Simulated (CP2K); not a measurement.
Runs of CP2K 2026.2 on ZrB2. It takes space group P6/mmm (No. 191, hexagonal). The conventional cell has a = 3.170 Å, b = 3.170 Å, c = 3.533 Å, α = 90.00°, β = 90.00°, γ = 120.00°. Zr (site symmetry 6/mmm) is surrounded by 12 B at 2.54 Å. Around B (site symmetry -6m2) lie 3 B at 1.83 Å. 

```tsv
task	level	potentials or basis	smearing	EPS_DEFAULT	NGRIDS	points a segment of the path (NPOINTS)	bands added on the path	CUTOFF of the grids	gap on the mesh (eV)	pressure (GPa)
band structure	r2SCAN	POTENTIAL_UZH Zr GTH-SCAN-q12, B GTH-SCAN-q3; TZVP-MOLOPT-SCAN-GTH basis	fermi-dirac 0.1 eV	1.0E-9	5	10	4	700 Ry	none	1.7
single point	PBE	POTENTIAL_UZH Zr GTH-PBE-q12, B GTH-PBE-q3; TZVP-MOLOPT-PBE-GTH basis	fermi-dirac 0.05 eV	1.0E-10	5	-	-	450 Ry	none	(a)
band structure	TB-mBJ	POTENTIAL_UZH Zr GTH-PBE-q12, B GTH-PBE-q3; TZVP-MOLOPT-PBE-GTH basis	fermi-dirac 0.05 eV	1.0E-9	5	6	4	700 Ry	none	-
band structure	PBEsol	POTENTIAL_UZH Zr GTH-PBE-q12, B GTH-PBE-q3; TZVP-MOLOPT-PBE-GTH basis	fermi-dirac 0.0259 eV	1.0E-10	4	8	2	450 Ry	none	-1.5
```

Alike in all rows: no spin polarisation; cell as given; k mesh 10 × 10 × 8.

Question: Estimate the missing entries.

Answer: (a) 2.1.

Caveats: the basis of atomic orbitals isn't converged, which shifts pressures, moduli and gaps; the potentials were made for another functional, which shifts forces and pressure (some runs); this is a model potential without an energy functional, so only levels have meaning (some runs).

A k mesh can miss the band edges, and the runs leave out spin-orbit coupling on Zr.

A gap of «none» marks a metal or a gap under the smearing width.

Not every run made on this cell is shown here.
